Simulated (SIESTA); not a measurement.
**Ta under changes of volume**

One of the cells (18.010 Å³/atom); the others are scaled copies at fixed shape and fractional positions:

```
CELL_PARAMETERS angstrom
-1.65128 1.65128 1.65128
1.65128 -1.65128 1.65128
1.65128 1.65128 -1.65128
ATOMIC_POSITIONS crystal
Ta 0.00000 0.00000 0.00000
```

| Property | Result |
| --- | --- |
| Program | SIESTA 5.4.2 |
| Functional | LDA |
| Potentials or basis | PseudoDojo 0.4 standard (LDA files) |
| Basis | DZP (energy shift 0.003 Ry; two zetas on semicore shells) |
| Grid cutoff | 800 Ry |
| Energy shift | 0.003 Ry |
| k mesh | 11 × 11 × 11 |
| Occupations | fermi-dirac, width 0.05 eV |
| Spin | no spin polarisation |

```csv
volume (Å³/atom),energy over the lowest point (meV/atom),pressure (GPa)
16.930,2.76,3.8
17.290,0.00,-1.3
17.650,8.29,-5.9
18.010,?,?
18.371,53.59,-13.6
18.731,88.46,-16.9
19.091,130.12,-19.8
```

What does the run at 18.010 Å³/atom give?

Energy over the lowest point 26.56 meV/atom; pressure -10.0 GPa.

Worked out: A Birch-Murnaghan fit of order 3 (a polynomial in V^(-2/3)) to the other rows has its minimum at 17.19 Å³/atom with B0 = V·E''(V) = 244 GPa and B' = 4.7. It gives 26.53 meV/atom at 18.010 Å³/atom, against the run's 26.56, and -dE/dV = -10.1 GPa, against -10.0.

Energies are extrapolated to zero smearing.

Caveats: short orbitals over semicore shells can move pressures by several GPa; the basis of atomic orbitals isn't converged, which shifts pressures, moduli and gaps.
